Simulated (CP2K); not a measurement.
# GaSb (F-43m) in CP2K: a series of runs, part 2 of 2

CP2K 2026.2. Earlier steps stand in the parts before.

**3. Single point, RPBE+D3(BJ)**

Contents of gasb_scf.inp:

```
&GLOBAL
  PROJECT gasb_scf
  RUN_TYPE ENERGY_FORCE
  PRINT_LEVEL LOW
&END GLOBAL
&FORCE_EVAL
  METHOD QS
  STRESS_TENSOR ANALYTICAL
  &DFT
    BASIS_SET_FILE_NAME BASIS_MOLOPT_UZH
    POTENTIAL_FILE_NAME POTENTIAL_UZH
    &MGRID
      CUTOFF 450
      REL_CUTOFF 60
      NGRIDS 4
    &END MGRID
    &QS
      METHOD GPW
      EPS_DEFAULT 1.0E-9
    &END QS
    &KPOINTS
      SCHEME MONKHORST-PACK 8 8 8
      GAMMA_CENTERED T
      SYMMETRY T
      SYMMETRY_BACKEND SPGLIB
    &END KPOINTS
    &SCF
      SCF_GUESS ATOMIC
      EPS_SCF 1.0E-6
      MAX_SCF 100
      ADDED_MOS 10
      CHOLESKY OFF
      EPS_EIGVAL 1.0E-7
      &DIAGONALIZATION ON
        ALGORITHM STANDARD
      &END DIAGONALIZATION
      &MIXING ON
        METHOD BROYDEN_MIXING
        ALPHA 0.4
        BETA 1.5
        NBUFFER 8
      &END MIXING
      &SMEAR ON
        METHOD FERMI_DIRAC
        ELECTRONIC_TEMPERATURE 580.23
      &END SMEAR
    &END SCF
    &XC
      &XC_FUNCTIONAL
        &GGA_X_RPBE
        &END GGA_X_RPBE
        &GGA_C_PBE
        &END GGA_C_PBE
      &END XC_FUNCTIONAL
      &VDW_POTENTIAL
        POTENTIAL_TYPE PAIR_POTENTIAL
        &PAIR_POTENTIAL
          TYPE DFTD3(BJ)
          REFERENCE_FUNCTIONAL RPBE
          PARAMETER_FILE_NAME dftd3.dat
          R_CUTOFF 20
          D3_REFERENCE_CODE T
        &END PAIR_POTENTIAL
      &END VDW_POTENTIAL
    &END XC
    &PRINT
      &KPOINTS ON
      &END KPOINTS
      &MULLIKEN ON
      &END MULLIKEN
      &MO ON
        ENERGIES T
        OCCUPATION_NUMBERS T
        &EACH
          QS_SCF 0
        &END EACH
        ADD_LAST NUMERIC
      &END MO
      &LOWDIN ON
      &END LOWDIN
      &HIRSHFELD ON
        SHAPE_FUNCTION DENSITY
      &END HIRSHFELD
      &E_DENSITY_CUBE ON
        STRIDE 1
      &END E_DENSITY_CUBE
      &V_HARTREE_CUBE ON
        STRIDE 1
      &END V_HARTREE_CUBE
      &ELF_CUBE ON
        STRIDE 1
      &END ELF_CUBE
    &END PRINT
  &END DFT
  &SUBSYS
    &CELL
      A 4.3260792873 0.0000000000 0.0000000000
      B 2.1630396436 3.7464945616 0.0000000000
      C 2.1630396436 1.2488315205 3.5322289469
      PERIODIC XYZ
    &END CELL
    &COORD
      Sb  6.4891189309 3.7464945616 2.6491717102
      Ga  0.0000000000 0.0000000000 0.0000000000
    &END COORD
    &KIND Sb
      BASIS_SET TZVP-MOLOPT-PBE-GTH-q5
      POTENTIAL GTH-PBE-q5
    &END KIND
    &KIND Ga
      BASIS_SET TZVP-MOLOPT-PBE-GTH-q13
      POTENTIAL GTH-PBE-q13
    &END KIND
    &PRINT
      &ATOMIC_COORDINATES ON
      &END ATOMIC_COORDINATES
      &CELL ON
      &END CELL
    &END PRINT
  &END SUBSYS
  &PRINT
    &FORCES ON
    &END FORCES
    &STRESS_TENSOR ON
    &END STRESS_TENSOR
  &END PRINT
&END FORCE_EVAL
```

Potentials or basis: POTENTIAL_UZH Sb GTH-PBE-q5, Ga GTH-PBE-q13; TZVP-MOLOPT-PBE-GTH basis.

Run with:

```sh
OMP_NUM_THREADS=1 cp2k.psmp -i gasb_scf.inp -o gasb_scf.out
```

gasb_scf.out:

```text

 CP2K| version string:                                       CP2K version 2026.2
 CP2K| Input file name                                              gasb_scf.inp

 GLOBAL| Force Environment number                                              1
 GLOBAL| Basis set file name                                    BASIS_MOLOPT_UZH
 GLOBAL| Potential file name                                       POTENTIAL_UZH
 GLOBAL| MM Potential file name                                     MM_POTENTIAL
 GLOBAL| Coordinate file name                                      __STD_INPUT__
 GLOBAL| Method name                                                        CP2K
 GLOBAL| Project name                                                   gasb_scf
 GLOBAL| Run type                                                   ENERGY_FORCE
 GLOBAL| FFT library                                                       FFTW3
[... 8 lines left out ...]
 GLOBAL| CPU model name                                                  UNKNOWN

 CELL| Volume [angstrom^3]:                                            57.249069
 CELL| Vector a [angstrom]:       4.326     0.000     0.000   |a| =     4.326079
 CELL| Vector b [angstrom]:       2.163     3.746     0.000   |b| =     4.326079
 CELL| Vector c [angstrom]:       2.163     1.249     3.532   |c| =     4.326079
 CELL| Angle (b,c), alpha [degree]:                                    60.000000
 CELL| Angle (a,c), beta  [degree]:                                    60.000000
 CELL| Angle (a,b), gamma [degree]:                                    60.000000
 CELL| Numerically orthorhombic:                                              NO
 CELL| Periodicity                                                           XYZ

 CELL_REF| Volume [angstrom^3]:                                        57.249069
 CELL_REF| Vector a [angstrom     4.326     0.000     0.000   |a| =     4.326079
 CELL_REF| Vector b [angstrom     2.163     3.746     0.000   |b| =     4.326079
 CELL_REF| Vector c [angstrom     2.163     1.249     3.532   |c| =     4.326079
 CELL_REF| Angle (b,c), alpha [degree]:                                60.000000
 CELL_REF| Angle (a,c), beta  [degree]:                                60.000000
 CELL_REF| Angle (a,b), gamma [degree]:                                60.000000
 CELL_REF| Numerically orthorhombic:                                          NO
 CELL_REF| Periodicity                                                       XYZ
[... 9 lines left out ...]
 TOTAL NUMBERS AND MAXIMUM NUMBERS

  Total number of            - Atomic kinds:                                   2
                             - Atoms:                                          2
                             - Shell sets:                                     2
                             - Shells:                                        17
                             - Primitive Cartesian functions:                 10
                             - Cartesian basis functions:                     58
                             - Spherical basis functions:                     51

  Maximum angular momentum of- Orbital basis functions:                        3
                             - Local part of the GTH pseudopotential:          0
                             - Non-local part of the GTH pseudopotential:      4

 MODULE QUICKSTEP: ATOMIC COORDINATES IN ANGSTROM

   Atom Kind Element         X             Y             Z       Z(eff)     Mass
      1    1 Sb   51      6.489119      3.746495      2.649172   5.0000 121.7600
      2    2 Ga   31      0.000000      0.000000      0.000000  13.0000  69.7230

 SCF PARAMETERS         Density guess:                                    ATOMIC
[... 9 lines left out ...]
                        --------------------------------------------------------
                        level_shift [a.u.]:                             0.000000
                        added MOs                                        10    0
                        --------------------------------------------------------
                        Mixing method:                            BROYDEN_MIXING
                                                charge density mixing in g-space
                        --------------------------------------------------------
                        Smear method:                                FERMI_DIRAC
                        Electronic temperature [K]:                        580.2
                        Electronic temperature [a.u.]:                  1.84E-03
                        Accuracy threshold:                             1.00E-10
[... 71 lines left out ...]
    12 Broy./Diag. 0.40E+00    2.1     0.00001240       -80.2939827749  1.00E-05
    13 Broy./Diag. 0.40E+00    2.1     0.00002084       -80.2939687517  1.40E-05
    14 Broy./Diag. 0.40E+00    2.1     0.00000133       -80.2939719859 -3.23E-06
    15 Broy./Diag. 0.40E+00    2.1     0.00000118       -80.2939713363  6.50E-07
    16 Broy./Diag. 0.40E+00    2.0     0.00000062       -80.2939697453  1.59E-06

  *** SCF run converged in    16 steps ***

  Electronic density on regular grids:        -17.9999996023        0.0000003977
  Core density on regular grids:               17.9999999737       -0.0000000263
  Total charge density on r-space grids:        0.0000003713
  Total charge density g-space grids:           0.0000003713

  Overlap energy of the core charge distribution:               0.00000000347340
  Self energy of the core charge distribution:               -109.24705457334224
  Core Hamiltonian energy:                                     31.75103523818048
  Hartree energy:                                               8.97362005838765
  Exchange-correlation energy:                                -11.66222704052908
  Dispersion energy:                                           -0.10933131424877
  Electronic entropic energy:                                  -0.00001211722892
  Fermi energy:                                                 0.14999949642372

  Total energy:                                               -80.29396974526428
  Total energy (extrapolated to T->0):                        -80.29396368664982

 MO| EIGENVALUES AND OCCUPATION NUMBERS FOR K POINT 1
 MO|
 MO|  Index      Eigenvalue [a.u.]        Eigenvalue [eV]             Occupation
 MO|      1              -0.409598             -11.145730               2.000000
 MO|      2              -0.408501             -11.115873               2.000000
 MO|      3              -0.408501             -11.115872               2.000000
 MO|      4              -0.407177             -11.079841               2.000000
 MO|      5              -0.407177             -11.079840               2.000000
 MO|      6              -0.228854              -6.227432               2.000000
[... 343 lines left out ...]
 MO|     18               0.665506              18.109334               0.000000
 MO|     19               0.706253              19.218132               0.000000
 MO| Sum:                                                              18.000000
 MO| E(Fermi):            0.149999 a.u.          4.081694 eV

 [... the levels of further k-points ...]

 The electron density is written in Cube    file format to the file:

 gasb_scf-ELECTRON_DENSITY-1_0.cube

 !-----------------------------------------------------------------------------!
                     Mulliken Population Analysis

 #  Atom  Element  Kind  Atomic population                           Net charge
       1     Sb       1          4.667951                              0.332049
       2     Ga       2         13.332049                             -0.332049
 # Total charge                             18.000000                  0.000000

 !-----------------------------------------------------------------------------!

 !-----------------------------------------------------------------------------!
                           Hirshfeld Charges

  #Atom  Element  Kind  Ref Charge     Population                    Net charge
      1       Sb     1       5.000          5.069                        -0.069
      2       Ga     2      13.000         12.931                         0.069

  Total Charge                                                           -0.000
 !-----------------------------------------------------------------------------!

 LOWDIN POPULATION ANALYSIS

 #  Atom  Element  Kind  Atomic population                           Net charge
       1     Sb       1          3.659549                              1.340451
       2     Ga       2         14.340451                             -1.340451
 # Total charge                             18.000000                  0.000000

               ----- ELF is computed on the real space grid -----

 ELF is written in Cube    file format to the file:

 gasb_scf-ELF_S1-1_0.cube

 ENERGY| Total FORCE_EVAL ( QS ) energy [hartree]            -80.293969095992338

 FORCES| Atomic forces [hartree/bohr]
 FORCES|   Atom     x               y               z               |f|
 FORCES|      1 -4.81895719E-05 -2.77930315E-05 -1.96872903E-05   5.90108197E-05
 FORCES|      2 -1.86212063E-05 -1.07802341E-05 -7.58779224E-06   2.28152879E-05
 FORCES| Sum    -6.68107782E-05 -3.85732655E-05 -2.72750826E-05
 FORCES| Total atomic force                                       8.18260779E-05

 STRESS| Analytical stress tensor [bar]
 STRESS|                        x                   y                   z
 STRESS|      x       -5.68090696137E+04   4.11941177554E+02   2.90860114184E+02
 STRESS|      y        4.11941177554E+02  -5.72842996924E+04   1.68270427360E+02
 STRESS|      z        2.90860114184E+02   1.68270427360E+02  -5.74029345260E+04
 STRESS| 1/3 Trace                                            -5.71654346107E+04
 STRESS| Determinant                                          -1.86788283554E+14

 STRESS| Eigenvectors and eigenvalues of the analytical stress tensor [bar]
 STRESS|                        1                   2                   3
 STRESS| Eigenvalues  -5.75223212064E+04  -5.75216403652E+04  -5.64523422606E+04
 STRESS|      x          -0.373566676857     -0.440417951585      0.816382242497
 STRESS|      y           0.871374017036      0.135146417469      0.471638387200
 STRESS|      z          -0.318049147738      0.887562659065      0.333282561584
```

Run time: 43 s. Hardware: 1 thread of Arm Neoverse V1, shared host; peak memory 0.34 GiB.

Results:

- Free energy: -2184.9100 eV
- Pressure: -5.7 GPa
- Band gap on the k mesh: 0.16 eV, direct
- Mulliken charges: Sb +0.33; Ga -0.33 e
- Hirshfeld charges: Sb -0.07; Ga +0.07 e

Levels at points of the mesh, in eV from the valence-band top:
| k point | band 6 | band 7 | band 8 | band 9 | band 10 | band 11 | band 12 | band 13 |
| --- | --- | --- | --- | --- | --- | --- | --- | --- |
| (0.00, 0.00, 0.00) | -11.44 | 0.00 | 0.00 | 0.00 | 0.16 | 2.86 | 2.86 | 2.86 |
| (0.00, 0.00, 0.50) | -9.82 | -6.32 | -1.14 | -1.14 | 0.50 | 3.84 | 3.84 | 7.13 |
| (0.00, 0.50, 0.50) | -9.00 | -6.77 | -2.55 | -2.55 | 0.99 | 1.38 | 8.93 | 8.93 |

Caveat: Mulliken charges move with the basis; the potentials were made for another functional, which shifts forces and pressure; spin-orbit coupling is left out, which moves the levels of the heavy elements; the basis of atomic orbitals isn't converged, which shifts pressures, moduli and gaps.

**4. Single point, RPBE+D4**

Changes to gasb_scf.inp since step 3:

```diff
@@ -57,7 +57,5 @@
         &PAIR_POTENTIAL
-          TYPE DFTD3(BJ)
+          TYPE DFTD4
           REFERENCE_FUNCTIONAL RPBE
-          PARAMETER_FILE_NAME dftd3.dat
-          R_CUTOFF 20
-          D3_REFERENCE_CODE T
+          D4_CUTOFF 20
         &END PAIR_POTENTIAL
```

Run with:

```sh
OMP_NUM_THREADS=1 cp2k.psmp -i gasb_scf.inp -o gasb_scf.out
```

Run time: 44 s. Hardware: 1 thread of Arm Neoverse V1, shared host; peak memory 0.33 GiB.

It converged, with:

| Item | Value |
| --- | --- |
| Free energy | -2183.4287 eV |
| Pressure | -1.1 GPa |
| Band gap on the k mesh | 0.16 eV, direct |
| Mulliken charges | Sb +0.33; Ga -0.33 e |
| Hirshfeld charges | Sb -0.07; Ga +0.07 e |

Levels at points of the mesh, in eV from the valence-band top:
| k point | band 5 | band 6 | band 7 | band 8 | band 9 | band 10 | band 11 | band 12 | band 13 | band 14 |
| --- | --- | --- | --- | --- | --- | --- | --- | --- | --- | --- |
| (0.00, 0.00, 0.00) | -15.05 | -11.44 | 0.00 | 0.00 | 0.00 | 0.16 | 2.86 | 2.86 | 2.86 | 7.03 |
| (0.00, 0.00, 0.50) | -15.05 | -9.82 | -6.32 | -1.14 | -1.14 | 0.50 | 3.84 | 3.84 | 7.13 | 9.86 |
| (0.00, 0.50, 0.50) | -15.04 | -9.00 | -6.77 | -2.55 | -2.55 | 0.99 | 1.38 | 8.93 | 8.93 | 10.45 |

Caveat: Mulliken charges move with the basis; the potentials were made for another functional, which shifts forces and pressure; spin-orbit coupling is left out, which moves the levels of the heavy elements; the basis of atomic orbitals isn't converged, which shifts pressures, moduli and gaps.

**5. Single point, RPBE+D3(BJ)+ATM**

Changes to gasb_scf.inp since step 4:

```diff
@@ -57,5 +57,9 @@
         &PAIR_POTENTIAL
-          TYPE DFTD4
+          TYPE DFTD3(BJ)
           REFERENCE_FUNCTIONAL RPBE
-          D4_CUTOFF 20
+          PARAMETER_FILE_NAME dftd3.dat
+          R_CUTOFF 20
+          CALCULATE_C9_TERM T
+          REFERENCE_C9_TERM T
+          D3_REFERENCE_CODE T
         &END PAIR_POTENTIAL
```

Run with:

```sh
OMP_NUM_THREADS=1 cp2k.psmp -i gasb_scf.inp -o gasb_scf.out
```

Wall time 51 s (1 thread of Arm Neoverse V1, shared host); peak memory 0.34 GiB.

Results (log left out):

* Free energy: -2184.8902 eV
* Pressure: -5.6 GPa
* Band gap on the k mesh: 0.16 eV, direct
* Mulliken charges: Sb +0.33; Ga -0.33 e
* Hirshfeld charges: Sb -0.07; Ga +0.07 e

Levels at points of the mesh, in eV from the valence-band top:
| k point | band 5 | band 6 | band 7 | band 8 | band 9 | band 10 | band 11 | band 12 | band 13 | band 14 |
| --- | --- | --- | --- | --- | --- | --- | --- | --- | --- | --- |
| (0.00, 0.00, 0.00) | -15.05 | -11.44 | 0.00 | 0.00 | 0.00 | 0.16 | 2.86 | 2.86 | 2.86 | 7.03 |
| (0.00, 0.00, 0.50) | -15.05 | -9.82 | -6.32 | -1.14 | -1.14 | 0.50 | 3.84 | 3.84 | 7.13 | 9.86 |
| (0.00, 0.50, 0.50) | -15.04 | -9.00 | -6.77 | -2.55 | -2.55 | 0.99 | 1.38 | 8.93 | 8.93 | 10.45 |

Caveat: Mulliken charges move with the basis; the potentials were made for another functional, which shifts forces and pressure; spin-orbit coupling is left out, which moves the levels of the heavy elements; the basis of atomic orbitals isn't converged, which shifts pressures, moduli and gaps.

**6. The runs side by side**

```tsv
level	D3 from the s-dftd3 library (D3_REFERENCE_CODE)	gap on the mesh (eV)	pressure (GPa)
RPBE+D3	yes	0.16	1.5
RPBE+D3(BJ)	yes	0.16	-5.7
RPBE+D4	-	0.16	-1.1
RPBE+D3(BJ)+ATM	yes	0.16	-5.6
```

Alike in all rows: task single point; potentials or basis POTENTIAL_UZH Sb GTH-PBE-q5, Ga GTH-PBE-q13; TZVP-MOLOPT-PBE-GTH basis; no spin polarisation; cell as given; k mesh 8 × 8 × 8; smearing fermi-dirac 0.05 eV.

Caveats: the potentials were made for another functional, which shifts forces and pressure; spin-orbit coupling is left out, which moves the levels of the heavy elements; the basis of atomic orbitals isn't converged, which shifts pressures, moduli and gaps.

Absolute energies hang on the potentials; compare differences alone.

**7. Against experiment**

Step 2. Against the measured gap of GaSb, 0.811 eV (direct; 4.2 K; a printed reference work, data compilation), the calculated 0.16 eV is off by -0.65 eV. Spin-orbit coupling on Ga, Sb is left out. The value is that of RPBE+D3 in an atomic basis (POTENTIAL_UZH Sb GTH-PBE-q5, Ga GTH-PBE-q13; TZVP-MOLOPT-PBE-GTH basis), whose error adds to the functional's, on a finite k mesh, which can miss the band edges, without temperature or zero-point motion. Semilocal functionals fall short of measured gaps as a rule.

Step 3. A measured gap of GaSb is 0.811 eV (direct; 4.2 K; a printed reference work, data compilation); the calculated 0.16 eV misses it by -0.65 eV. Spin-orbit coupling on Ga, Sb is left out. The value is that of RPBE+D3(BJ) in an atomic basis (POTENTIAL_UZH Sb GTH-PBE-q5, Ga GTH-PBE-q13; TZVP-MOLOPT-PBE-GTH basis), whose error adds to the functional's, on a finite k mesh, which can miss the band edges, without temperature or zero-point motion. Semilocal functionals fall short of measured gaps as a rule.

Step 4. Against the measured gap of GaSb, 0.811 eV (direct; 4.2 K; a printed reference work, data compilation), the calculated 0.16 eV is off by -0.65 eV. Spin-orbit coupling on Ga, Sb is left out. The value is that of RPBE+D4 in an atomic basis (POTENTIAL_UZH Sb GTH-PBE-q5, Ga GTH-PBE-q13; TZVP-MOLOPT-PBE-GTH basis), whose error adds to the functional's, on a finite k mesh, which can miss the band edges, without temperature or zero-point motion. Semilocal functionals fall short of measured gaps as a rule.

Step 5. Against the measured gap of GaSb, 0.811 eV (direct; 4.2 K; a printed reference work, data compilation), the calculated 0.16 eV is off by -0.65 eV. Spin-orbit coupling on Ga, Sb is left out. The value is that of RPBE+D3(BJ)+ATM in an atomic basis (POTENTIAL_UZH Sb GTH-PBE-q5, Ga GTH-PBE-q13; TZVP-MOLOPT-PBE-GTH basis), whose error adds to the functional's, on a finite k mesh, which can miss the band edges, without temperature or zero-point motion. Semilocal functionals fall short of measured gaps as a rule.
